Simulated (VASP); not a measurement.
**CoSn: relaxation of cell and atoms with r2SCAN**

The system is CoSn.

```
Co Sn
1.0
     5.24604    0.00000    0.00000
    -2.62302    4.54320    0.00000
     0.00000    0.00000    4.18759
Co Sn
3 3
Direct
  0.00000 0.50000 0.00000
  0.50000 0.50000 0.00000
  0.50000 0.00000 0.00000
  0.66667 0.33333 0.50000
  0.33333 0.66667 0.50000
  0.00000 0.00000 0.00000
```

The cell is a database's computed one.

* Program: VASP 6.6.1
* Task: relaxation of cell and atoms
* Functional: r2SCAN
* Potentials or basis: VASP PAW PBE potentials, release 64 (Co, Sn_d)
* Cutoff: 600 eV
* k mesh: 9 × 9 × 9
* Occupations: methfessel-paxton, width 0.1 eV
* Spin: no spin polarisation
* Further INCAR settings: ALGO = Normal; EDIFF = 1e-06; IBRION = 2; EDIFFG = -0.01; NSW = 90; ISIF = 3

The pressure after relaxing is 0.0 GPa and the band gap on the k mesh is none (metal or under the smearing width).

Final structure:
```
Co Sn
1.0
     5.24604    0.00000    0.00000
    -2.62302    4.54320    0.00000
     0.00000    0.00000    4.18759
Co Sn
3 3
Direct
  0.00000 0.50000 0.00000
  0.50000 0.50000 0.00000
  0.50000 0.00000 0.00000
  0.66667 0.33333 0.50000
  0.33333 0.66667 0.50000
  0.00000 0.00000 0.00000
```

Levels at points of the mesh, in eV from the Fermi level:
| k point | band 32 | band 33 | band 34 | band 35 | band 36 | band 37 |
| --- | --- | --- | --- | --- | --- | --- |
| (0.00, 0.00, 0.00) | -0.53 | -0.47 | -0.47 | 0.67 | 0.72 | 1.51 |

Run time: 13 min on 2 MPI ranks on AMD EPYC 7R13 Processor (Zen 3), with other jobs on the host, peak memory 0.4 GiB a rank.

Caveat: the relaxation stopped at its first step, so nothing moved; the PAW data sets were made with another functional, which shifts forces and pressure a little. Spin polarisation is off, so any magnetic state and its effect on volume and gap are missing.
